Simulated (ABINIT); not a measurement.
CuI (Marshite):

```
I Cu
1.0
     0.00000    3.03150    3.03150
     3.03150    0.00000    3.03150
     3.03150    3.03150    0.00000
I Cu
1 1
Direct
  0.00000 0.00000 0.00000
  0.75000 0.75000 0.75000
```

Base run:

- Program: ABINIT 10.8.3 (patched build)
- Functional: AM05
- Potentials or basis: JTH PAW PBE v2.0
- Cutoff: 707 eV
- k mesh: 8 × 8 × 8
- Occupations: fermi-dirac, width 0.05 eV
- Spin: no spin polarisation

Its results: band gap on the k mesh 1.11 eV, direct; pressure -1.4 GPa.

After a change of settings the same cell gave: band gap on the k mesh 1.25 eV, direct; pressure 2.7 GPa. Which change was it?
A. functional from AM05 to PBE
B. functional from AM05 to RPBE
C. functional from AM05 to BP86
D. functional from AM05 to BLYP

B.

RPBE binds less tightly than AM05, so the same cell stands under more pressure.

Caveats: the PAW data sets were made with another functional, which shifts forces and pressure a little; spin-orbit coupling is left out, which moves the levels of the heavy elements.

Not every run made on this cell is shown here.
